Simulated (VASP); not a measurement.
A run of VASP 6.6.1 is set up as follows.

Contents of INCAR:

```
SYSTEM = K
ALGO = Normal
EDIFF = 1E-7
EDIFFG = -0.005
ENCUT = 600
IBRION = 2
ISIF = 3
ISMEAR = 1
KPAR = 2
LASPH = .True.
LCHARG = .False.
LREAL = .False.
LWAVE = .False.
NELM = 80
NSW = 90
PREC = Accurate
SIGMA = 0.1
```

The input KPOINTS:

```
k-points
0
Gamma
  10 10 10
  0 0 0
```

Contents of POSCAR:

```
K                                       
1.0
   -2.5236012635      2.5236012635      2.5236012635
    2.5236012635     -2.5236012635      2.5236012635
    2.5236012635      2.5236012635     -2.5236012635
  K             
     1
Direct
     0.0000000000000000    0.0000000000000000    0.0000000000000000
```

Potentials or basis: VASP PAW LDA potentials, release 64 (K_sv).

Command:

```sh
$ cat potpaw_LDA.64/K_sv/POTCAR > POTCAR
$ mpirun -np 2 vasp_std > vasp.out
```

(1) What does it give for the band gap on the k mesh?

Answers

(1) none (metal or under the smearing width).

Caveat: the relaxation stopped at its first step, so nothing moved.
